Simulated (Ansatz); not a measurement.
## Course of a relaxation: ZrB2

Recipe of this trial structure of ZrB2: random cell by space group and Wyckoff sites (Pmmm, No. 47). Lengths were set from tabulated atomic sizes, so they are only a guess.

```xyz
3
Lattice="2.8563 0.0000 0.0000 0.0000 3.5588 0.0000 0.0000 0.0000 3.6216" Properties=species:S:1:pos:R:3 pbc="T T T"
Zr    1.4281    0.0000    0.0000
B     1.4281    1.7794    1.8108
B     1.4281    0.0000    1.8108
```

The calculation used Ansatz, DFT PBE, scalar-relativistic, plane waves, PAW. Cutoff 420 eV, Gaussian smearing, Γ-centred meshes. Cell and atoms relax first on a coarse mesh and then on a finer one. In between, the cell is made exact in the group found at 0.06 Å. In metals the finer mesh still leaves noise of several meV/atom or more. The steps can't lower the symmetry of their start. No spin polarisation in the relaxation; trial moments died out in a coarse test.

Steps on the 6×6×6 mesh (3 atoms, 10 steps). The free energy counts from the last step; the plane-wave basis is renewed at times, which shifts energy and pressure.

| step | ΔF (meV/atom) | V (Å³/atom) | P (GPa) |
| --- | --- | --- | --- |
| 1 | 1397.0 | 12.27 | 38.88 |
| 2 | 910.7 | 12.80 | 25.85 |
| 3 | 530.3 | 13.12 | 17.38 |
| 4 | 247.7 | 13.37 | 12.28 |
| 5 | 89.4 | 13.72 | 8.32 |
| 6 | 27.0 | 14.41 | 2.45 |
| 7 | 21.7 | 14.79 | -0.12 |
| 8 | 0.9 | 14.79 | 0.95 |
| 9 | 0.1 | 14.95 | 0.08 |
| 10 | 0.0 | 14.95 | 0.08 |

The relaxed structure, after a last relaxation on the converged mesh:

```xyz
3
Lattice="3.0925 0.0000 0.0000 0.0000 3.1358 0.0000 0.0000 0.0000 4.6109" Properties=species:S:1:pos:R:3 pbc="T T T"
Zr    1.5463    0.0000    0.0000
B     1.5463    1.5679    2.3054
B     1.5463    0.0000    2.3054
```

The symmetry stays Pmmm (No. 47). The volume per atom grows by 21.5 %, from 12.3 to 14.9 Å³. The shortest distance goes from 1.78 Å (B–B) to 1.57 Å (B–B). The energy falls by about 1.4 eV/atom (the start's value is from the coarse mesh). Zr is surrounded by 2 B at 2.31 Å, 4 B at 2.79 Å and 4 Zr at 3.09–3.14 Å; around B on its first site lie 2 B at 1.57 Å and 4 Zr at 2.79 Å; B on its second site has 2 B at 1.57 Å and 2 Zr at 2.31 Å.

```
Volume per atom                             : 14.90 Å³
Density                                     : 4.19 g/cm³
Formation energy                            : +0.43 eV/atom
Gap on the 14×14×10 mesh of the 3-atom cell : 0 eV (a metal)
```

The zero of energy is the elements' standard structures at the same level; no fitted shifts are applied.

The last run used Gaussian smearing of 0.10 eV. A structure relaxed within its symmetry needn't be a true minimum. In all, the 3 runs took 25 s on 1 thread of AMD EPYC 9R45 96-Core Processor (Zen 5), on a shared host. Another cell of ZrB2 relaxed alike, in P6/mmm (a cell as deposited in COD), lies 1.44 eV/atom lower, so this cell isn't the stable form at this level.
